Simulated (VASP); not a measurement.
**CaO: single point with r2SCAN**

CaO:

```
Ca O
1.0
     0.00000    2.60673    2.60673
     2.60673    0.00000    2.60673
     2.60673    2.60673    0.00000
Ca O
1 1
Direct
  0.00000 0.00000 0.00000
  0.25000 0.25000 0.25000
```

The cell was built by a generator and needn't be a form met in nature.

| Quantity | Value |
| --- | --- |
| Program | VASP 6.6.1 |
| Task | single point |
| Functional | r2SCAN |
| Potentials or basis | VASP PAW PBE potentials, release 64 (Ca_sv, O) |
| Cutoff | 520 eV |
| k mesh | 8 × 8 × 8 |
| Occupations | gaussian, width 0.01 eV |
| Spin | no spin polarisation |

```
Pressure               : 0.9 GPa
Band gap on the k mesh : 3.73 eV, indirect (least direct gap 4.36 eV)
```

Levels at points of the mesh, in eV from the valence-band top:
```csv
k point,band 4,band 5,band 6,band 7,band 8,band 9,band 10,band 11,band 12,band 13
"(0.00, 0.00, 0.00)",-18.62,-15.75,-0.62,-0.62,-0.62,3.73,8.65,8.65,10.29,10.29
"(0.50, 0.00, 0.00)",-18.67,-15.03,-0.99,-0.36,-0.36,6.58,8.53,8.53,8.82,10.08
"(0.50, 0.50, 0.00)",-18.76,-14.81,-1.42,0.00,0.00,5.34,7.21,9.74,10.04,10.04
```

Wall time 2.4 min on 1 thread of Intel(R) Xeon(R) Platinum 8259CL CPU @ 2.50GHz (Skylake/Cascade Lake), on a shared host, peak memory 0.17 GiB.

Caveat: the PAW data sets were made with another functional, which shifts forces and pressure a little. A k mesh can miss the band edges.
